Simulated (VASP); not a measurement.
The system is Mg.

```
Mg
1.0
     3.20930    0.00000    0.00000
    -1.60465    2.77934    0.00000
     0.00000    0.00000    5.21030
Mg
2
Direct
  0.66667 0.33333 0.75000
  0.33333 0.66667 0.25000
```

Base run:

```yaml
Program: VASP 6.6.1
Functional: r2SCAN
Potentials_or_basis: VASP PAW PBE potentials, release 64 (Mg)
Cutoff: 520 eV
k_mesh: 10 × 10 × 5
Occupations: fermi-dirac, width 0.05 eV
Spin: no spin polarisation
```

Its results: pressure -1.3 GPa.

The run is repeated on the same cell with these changes: functional from r2SCAN to TPSS; further incar settings from ALGO = Normal; EDIFF = 1e-06; NBANDS = 9 to ALGO = Normal; EDIFF = 1e-07; NBANDS = 9. What comes out?

Pressure -0.7 GPa.

Caveats: the PAW data sets were made with another functional, which shifts forces and pressure a little.
